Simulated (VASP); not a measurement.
# TiC (Fm-3m) in VASP: density of states with PBE

Aim: the density of states of TiC with PBE.

Everything below comes from runs of VASP 6.6.1. Logs are shortened: lines on timing, memory, paths and dates and some standing lists are left out, and cuts for length are marked.

## 1. The crystal as given

Symmetry: Fm-3m, No. 225, cubic system. The conventional cell has a = 4.334 Å, b = 4.334 Å, c = 4.334 Å, α = 90.00°, β = 90.00°, γ = 90.00°. Ti (site symmetry m-3m) is surrounded by 6 C at 2.17 Å. Around C (site symmetry m-3m) lie 6 Ti at 2.17 Å.

## 2. Density of states, PBE

POSCAR

```
TiC                                     
1.0
    0.0000000000      2.1671204719      2.1671204719
    2.1671204719      0.0000000000      2.1671204719
    2.1671204719      2.1671204719      0.0000000000
  Ti              C             
     1     1
Direct
     0.0000000000000000    0.0000000000000000    0.0000000000000000
     0.5000000000000000    0.5000000000000000    0.5000000000000000
```

INCAR.step1

```
PREC = Accurate
ENCUT = 520
EDIFF = 1E-7
ISMEAR = 0
SIGMA = 0.1
LREAL = F
LASPH = T
NELM = 80
ALGO = Normal
ISIF = 2
LWAVE = F
LCHARG = T
LMAXMIX = 4
GGA = PE
NBANDS = 15
```

KPOINTS.step1

```
Automatic mesh
0
Gamma
  24 24 24
```

INCAR.step2

```
PREC = Accurate
ENCUT = 520
EDIFF = 1E-7
ISMEAR = -5
SIGMA = 0.1
LREAL = F
LASPH = T
NELM = 80
ALGO = Normal
ISIF = 2
LWAVE = F
LCHARG = F
LMAXMIX = 4
GGA = PE
LORBIT = 11
NBANDS = 15
NEDOS = 1001
ICHARG = 11
```

KPOINTS.step2

```
Automatic mesh
0
Gamma
  36 36 36
```

Potentials or basis: VASP PAW PBE potentials, release 64 (Ti_sv, C).

Command:

```bash
> cat potpaw_PBE.64/Ti_sv/POTCAR potpaw_PBE.64/C/POTCAR > POTCAR
> cp INCAR.step1 INCAR
> cp KPOINTS.step1 KPOINTS
> mpirun -np 1 vasp_std > vasp.out
> cp INCAR.step2 INCAR
> cp KPOINTS.step2 KPOINTS
> mpirun -np 1 vasp_std > vasp.out
```

OUTCAR:

```text
PREC = Accurate
   ENCUT = 520
   EDIFF = 1E-7
   ISMEAR = -5
   LREAL = F
   LASPH = T
   NELM = 80
   ISIF = 2
   GGA = PE
   LORBIT = 11
   ICHARG = 11

 ion  position               nearest neighbor table
   1  0.000  0.000  0.000-   2 2.17   2 2.17   2 2.17   2 2.17   2 2.17   2 2.17
   2  0.500  0.500  0.500-   1 2.17   1 2.17   1 2.17   1 2.17   1 2.17   1 2.17

  LATTYP: Found a face centered cubic cell.
 ALAT       =     4.3342409438

  Lattice vectors:

 A1 = (   0.0000000000,   2.1671204719,   2.1671204719)
 A2 = (   2.1671204719,   0.0000000000,   2.1671204719)
 A3 = (   2.1671204719,   2.1671204719,   0.0000000000)

Analysis of symmetry for initial positions (statically):
=====================================================================
 Subroutine PRICEL returns:
 Original cell was already a primitive cell.

 Routine SETGRP: Setting up the symmetry group for a
 face centered cubic supercell.

 Subroutine GETGRP returns: Found 48 space group operations
 (whereof 48 operations were pure point group operations)
 out of a pool of 48 trial point group operations.

The static configuration has the point symmetry O_h .

Analysis of symmetry for dynamics (positions and initial velocities):
=====================================================================
 Subroutine PRICEL returns:
 Original cell was already a primitive cell.

 Routine SETGRP: Setting up the symmetry group for a
 face centered cubic supercell.

 Subroutine GETGRP returns: Found 48 space group operations
 (whereof 48 operations were pure point group operations)
 out of a pool of 48 trial point group operations.

The dynamic configuration has the point symmetry O_h .

 Subroutine INISYM returns: Found 48 space group operations
 (whereof 48 operations are pure point group operations),
 and found     1 'primitive' translations

----------------------------------------------------------------------------------------

                                     Primitive cell

  volume of cell :      20.3554

  direct lattice vectors                    reciprocal lattice vectors
     0.000000000  2.167120472  2.167120472    -0.230720907  0.230720907  0.230720907
     2.167120472  0.000000000  2.167120472     0.230720907 -0.230720907  0.230720907
     2.167120472  2.167120472  0.000000000     0.230720907  0.230720907 -0.230720907

  length of vectors
     3.064771163  3.064771163  3.064771163     0.399620333  0.399620333  0.399620333

  position of ions in fractional coordinates (direct lattice)
     0.000000000  0.000000000  0.000000000
     0.500000000  0.500000000  0.500000000

  ion indices of the primitive-cell ions
   primitive index   ion index
                 1           1
                 2           2

----------------------------------------------------------------------------------------

 KPOINTS: Automatic mesh

Automatic generation of k-mesh.
 Grid dimensions read from file:
 generate k-points for:   36   36   36

 Generating k-lattice:

  Cartesian coordinates                     Fractional coordinates (reciprocal lattice)
    -0.006408914  0.006408914  0.006408914     0.027777778  0.000000000  0.000000000
     0.006408914 -0.006408914  0.006408914     0.000000000  0.027777778  0.000000000
     0.006408914  0.006408914 -0.006408914     0.000000000  0.000000000  0.027777778

  Length of vectors
     0.011100565  0.011100565  0.011100565

  Shift w.r.t. Gamma in fractional coordinates (k-lattice)
     0.000000000  0.000000000  0.000000000

 TETIRR: Found   6145 inequivalent tetrahedra from   279936

 Subroutine IBZKPT returns following result:
 ===========================================

 Found   1240 irreducible k-points:

 Following reciprocal coordinates:
            Coordinates               Weight
  0.000000  0.000000  0.000000      1.000000
  0.027778  0.000000  0.000000      8.000000
  0.055556  0.000000  0.000000      8.000000
  0.083333  0.000000  0.000000      8.000000
  0.111111  0.000000  0.000000      8.000000
  0.138889  0.000000  0.000000      8.000000
[... 16 lines left out ...]
  0.111111  0.027778  0.000000     24.000000
  0.138889  0.027778  0.000000     24.000000
 [... further k-points ...]
   k-points           NKPTS =   1240   k-points in BZ     NKDIM =   1240   number of bands    NBANDS=     15
   number of dos      NEDOS =   1001   number of ions     NIONS =      2
   total plane-waves  NPLWV =  13824
   dimension x,y,z NGX =    24 NGY =   24 NGZ =   24
   dimension x,y,z NGXF=    48 NGYF=   48 NGZF=   48
   ions per type =               1   1
   NGX,Y,Z   is equivalent  to a cutoff of  13.02, 13.02, 13.02 a.u.
   NGXF,Y,Z  is equivalent  to a cutoff of  26.04, 26.04, 26.04 a.u.
 SYSTEM =  unknown system
   PREC   = accura    normal or accurate (medium, high low for compatibility)
   ISTART =      0    job   : 0-new  1-cont  2-samecut
   ICHARG =     11    charge: 1-file 2-atom 10-const
   ISPIN  =      1    spin polarized calculation?
   LNONCOLLINEAR =      F non collinear calculations
   LSORBIT =      F    spin-orbit coupling
   LASPH  =      T    aspherical Exc in radial PAW
   ENCUT  =  520.0 eV  38.22 Ry    6.18 a.u.   5.70  5.70  5.70*2*pi/ulx,y,z
   NELM   =     80;   NELMIN=  2; NELMDL=  0     # of ELM steps
   EDIFF  = 0.1E-06   stopping-criterion for ELM
   LREAL  =      F    real-space projection
   EDIFFG = 0.1E-05   stopping-criterion for IOM
   NSW    =      0    number of steps for IOM
   IBRION =     -1    ionic relax: 0-MD 1-quasi-New 2-CG
   NFREE  =      0    steps in history (QN), initial steepest desc. (CG)
   ISIF   =      2    stress and relaxation
   ISYM   =      2    0-nonsym 1-usesym 2-fastsym
   POTIM  = 0.5000    time-step for ionic-motion
   TEBEG  =    0.0;   TEEND  =   0.0 temperature during run
   PSTRESS=    0.0 pullay stress
   NELECT =      16.0000    total number of electrons
   NUPDOWN=      -1.0000    fix difference up-down
   EMIN   =  10.00;   EMAX   =-10.00  energy-range for DOS
   EFERMI =   0.00;   METHOD = LEGACY
   ISMEAR =    -5;   SIGMA  =   0.10  broadening in eV -4-tet -1-fermi 0-gaus
   EFERMI_NEDOS =   21; number of points for ismear=-14 and -15
   IALGO  =     38    algorithm
   IMIX   =      4    mixing-type and parameters
     AMIX     =   0.40;   BMIX     =  1.00
     AMIX_MAG =   1.60;   BMIX_MAG =  1.00
  volume/ion in A,a.u.               =      10.18        68.68
  Fermi-wavevector in a.u.,A,eV,Ry     =   1.510851  2.855095 31.057640  2.282672
  Thomas-Fermi vector in A             =   2.620986
   LORBIT       =     11    0 simple, 1 ext, 2 COOP (PROOUT), +10 PAW based schemes
   GGA     = PE    functional components
   LHFCALC =     F    Hartree Fock is set to
   AEXX    =    0.0000 exact exchange contribution
   IVDW    =     0    specifies the selected vdW correction
   LEPSILON=     F    determine dielectric tensor
   LRPA    =     F    only Hartree local field effects (RPA)
 non-spin polarized calculation
 Fermi weights with tetrahedron method with Bloechl corrections
  energy-cutoff  :      520.00
  volume of cell :       20.36
 maximum number of plane-waves:       568

 number of electron      16.0000000 magnetization

 Free energy of the ion-electron system (eV)
  ---------------------------------------------------
  ext. energy  EPLUGINS =         0.00000000
  ---------------------------------------------------
  free energy    TOTEN  =       -18.70943739 eV

  energy without entropy =      -18.70943739  energy(sigma->0) =      -18.70943739

 E-fermi :   9.4015     XC(G=0): -12.6878

 val. band max:        9.3792591361   @ k =   0.5000   0.4722   0.0000
 cond. band min:       9.3824390034   @ k =   0.2778   0.2222   0.0000
 fundamental gap:      0.0031798673
 Fermi energy:         9.4015172806

 k-point     1 :       0.0000    0.0000    0.0000
  band No.  band energies     occupation
      1     -47.2059      2.00000
      2     -23.2310      2.00000
      3     -23.2310      2.00000
      4     -23.2310      2.00000
      5      -2.9980      2.00000
      6      10.0819      0.00000
      7      10.0819      0.00000
      8      10.0819      0.00000
      9      11.0648      0.00000
     10      11.0648      0.00000
     11      11.0648      0.00000
     12      11.0976      0.00000
     13      11.0976      0.00000
     14      19.8436      0.00000
     15      23.4140      0.00000

 k-point     2 :       0.0278    0.0000    0.0000
  band No.  band energies     occupation
      1     -47.2054      2.00000
      2     -23.2349      2.00000
      3     -23.2313      2.00000
      4     -23.2313      2.00000
      5      -2.9804      2.00000
      6       9.9777      0.00000
      7      10.0617      0.00000
      8      10.0617      0.00000
      9      10.6931      0.00000
     10      10.6931      0.00000
     11      11.1275      0.00000
     12      11.5151      0.00000
     13      11.5151      0.00000
     14      19.8766      0.00000
     15      23.4224      0.00000
[... 365 lines left out ...]
      3     -23.2390      2.00000
      4     -23.2350      2.00000
      5      -2.7509      2.00000
      6       9.0532      2.02050
      7       9.3146      1.69094
      8       9.4296      0.89499
      9      10.2737      0.00000
     10      10.6256      0.00000
     11      11.5670      0.00000
     12      12.5181      0.00000
     13      13.0132      0.00000
     14      20.2672      0.00000
     15      23.4782      0.00000

 k-point    24 :       0.1389    0.0278    0.0000
  band No.  band energies     occupation
      1     -47.1942      2.00000
      2     -23.3119      2.00000
      3     -23.2423      2.00000
      4     -23.2373      2.00000
      5      -2.6107      2.00000
      6       8.6293      2.00000
      7       8.9621      2.00000
      8       9.1052      2.00594
      9      10.3779      0.00000
     10      10.6735      0.00000
     11      11.6997      0.00000
     12      12.9882      0.00000
     13      13.4763      0.00000
     14      20.4561      0.00000
     15      23.4698      0.00000

 [... further k-points ...]

------------------------ aborting loop because EDIFF is reached ----------------------------------------

  FORCE on cell =-STRESS in cart. coord.  units (eV):
  Direction    XX          YY          ZZ          XY          YZ          ZX
  --------------------------------------------------------------------------------------
  -------------------------------------------------------------------------------------
  Total       -0.0013349     -0.0013349     -0.0013349      0.0000000      0.0000000     -0.0000000
  in kB       -0.1050701     -0.1050701     -0.1050701      0.0000000      0.0000000     -0.0000000
  external PRESSURE =      -0.1050701 kB  Pullay stress =       0.0000000 kB

 VOLUME and BASIS-vectors are now :
 -----------------------------------------------------------------------------
  energy-cutoff  :      520.00
  volume of cell :       20.36
      direct lattice vectors                 reciprocal lattice vectors
     0.000000000  2.167120472  2.167120472    -0.230720907  0.230720907  0.230720907
     2.167120472  0.000000000  2.167120472     0.230720907 -0.230720907  0.230720907
     2.167120472  2.167120472  0.000000000     0.230720907  0.230720907 -0.230720907

 POSITION                                       TOTAL-FORCE (eV/Angst)
 -----------------------------------------------------------------------------------
      0.00000      0.00000      0.00000        -0.000000      0.000000      0.000000
      2.16712      2.16712      2.16712         0.000000      0.000000     -0.000000
 -----------------------------------------------------------------------------------
    total drift:                                0.000000     -0.000000     -0.000000

  FREE ENERGIE OF THE ION-ELECTRON SYSTEM (eV)
  ---------------------------------------------------
  free  energy   TOTEN  =       -18.7094373864 eV

  energy  without entropy=      -18.7094373864  energy(sigma->0) =      -18.70943739

 total charge

# of ion       s       p       d       tot
------------------------------------------
    1        2.198   6.245   1.949  10.393
    2        0.896   1.503   0.000   2.399
--------------------------------------------------
tot          3.094   7.749   1.949  12.792
```

Run time: 2 min. Hardware: 1 thread of Intel Xeon 6975P-C (Granite Rapids), shared host; peak memory 0.47 GiB.

What came out:

```yaml
Valence_electrons_inside_the_program's_atomic_spheres: Ti 10.39; C 2.40
```

Levels at points of the mesh, in eV from the Fermi level:
| k point | band 5 | band 6 | band 7 | band 8 | band 9 | band 10 | band 11 | band 12 |
| --- | --- | --- | --- | --- | --- | --- | --- | --- |
| (0.00, 0.00, 0.00) | -12.40 | 0.68 | 0.68 | 0.68 | 1.66 | 1.66 | 1.66 | 1.70 |
| (0.50, 0.00, 0.00) | -8.93 | -5.84 | -2.90 | -2.90 | 2.89 | 2.89 | 4.07 | 8.12 |
| (0.50, 0.50, 0.00) | -10.12 | -3.44 | -1.62 | -0.05 | -0.05 | 2.69 | 3.49 | 3.49 |

States per cell in windows of 0.5 eV (zero at the Fermi level; states under -8 eV left out):
| from (eV) | total | Ti1_d | C2_p | Ti1_p | Ti1_s | C2_s | C2_d |
| --- | --- | --- | --- | --- | --- | --- | --- |
| -8.0 | 0.00 | 0.00 | 0.00 | 0.00 | 0.00 | 0.00 | 0.00 |
| -7.5 | 0.00 | 0.00 | 0.00 | 0.00 | 0.00 | 0.00 | 0.00 |
| -7.0 | 0.00 | 0.00 | 0.00 | 0.00 | 0.00 | 0.00 | 0.00 |
| -6.5 | 0.00 | 0.00 | 0.00 | 0.00 | 0.00 | 0.00 | 0.00 |
| -6.0 | 0.03 | 0.01 | 0.01 | 0.00 | 0.00 | 0.00 | 0.00 |
| -5.5 | 0.16 | 0.03 | 0.03 | 0.00 | 0.02 | 0.00 | 0.00 |
| -5.0 | 0.30 | 0.06 | 0.07 | 0.01 | 0.03 | 0.00 | 0.00 |
| -4.5 | 0.50 | 0.10 | 0.12 | 0.02 | 0.03 | 0.01 | 0.00 |
| -4.0 | 0.57 | 0.10 | 0.14 | 0.04 | 0.02 | 0.01 | 0.00 |
| -3.5 | 0.76 | 0.15 | 0.19 | 0.08 | 0.01 | 0.00 | 0.00 |
| -3.0 | 1.32 | 0.47 | 0.33 | 0.05 | 0.00 | 0.00 | 0.00 |
| -2.5 | 1.18 | 0.44 | 0.31 | 0.03 | 0.01 | 0.00 | 0.00 |
| -2.0 | 0.70 | 0.27 | 0.17 | 0.02 | 0.00 | 0.00 | 0.00 |
| -1.5 | 0.37 | 0.13 | 0.10 | 0.01 | 0.00 | 0.00 | 0.00 |
| -1.0 | 0.25 | 0.08 | 0.07 | 0.01 | 0.00 | 0.00 | 0.00 |
| -0.5 | 0.15 | 0.05 | 0.04 | 0.01 | 0.00 | 0.00 | 0.00 |
| 0.0 | 0.19 | 0.08 | 0.04 | 0.01 | 0.00 | 0.00 | 0.00 |
| 0.5 | 0.28 | 0.16 | 0.04 | 0.01 | 0.00 | 0.00 | 0.00 |
| 1.0 | 0.38 | 0.25 | 0.04 | 0.00 | 0.00 | 0.00 | 0.00 |
| 1.5 | 0.60 | 0.44 | 0.04 | 0.00 | 0.00 | 0.00 | 0.00 |
| 2.0 | 0.73 | 0.57 | 0.04 | 0.00 | 0.00 | 0.00 | 0.00 |
| 2.5 | 1.36 | 1.14 | 0.06 | 0.01 | 0.00 | 0.01 | 0.00 |
| 3.0 | 1.04 | 0.86 | 0.06 | 0.01 | 0.01 | 0.01 | 0.00 |
| 3.5 | 2.48 | 1.88 | 0.27 | 0.02 | 0.05 | 0.01 | 0.00 |
| 4.0 | 0.31 | 0.20 | 0.05 | 0.01 | 0.01 | 0.00 | 0.00 |
| 4.5 | 0.38 | 0.24 | 0.06 | 0.01 | 0.01 | 0.01 | 0.00 |
| 5.0 | 0.55 | 0.36 | 0.07 | 0.01 | 0.01 | 0.02 | 0.00 |
| 5.5 | 0.59 | 0.39 | 0.07 | 0.01 | 0.01 | 0.03 | 0.00 |
| 6.0 | 0.54 | 0.35 | 0.08 | 0.01 | 0.01 | 0.03 | 0.00 |
| 6.5 | 0.51 | 0.31 | 0.09 | 0.01 | 0.00 | 0.03 | 0.00 |
| 7.0 | 0.50 | 0.29 | 0.11 | 0.01 | 0.00 | 0.02 | 0.00 |
| 7.5 | 0.32 | 0.18 | 0.09 | 0.00 | 0.00 | 0.00 | 0.00 |

Caveat: tetrahedron occupations give inexact forces and stress in metals.
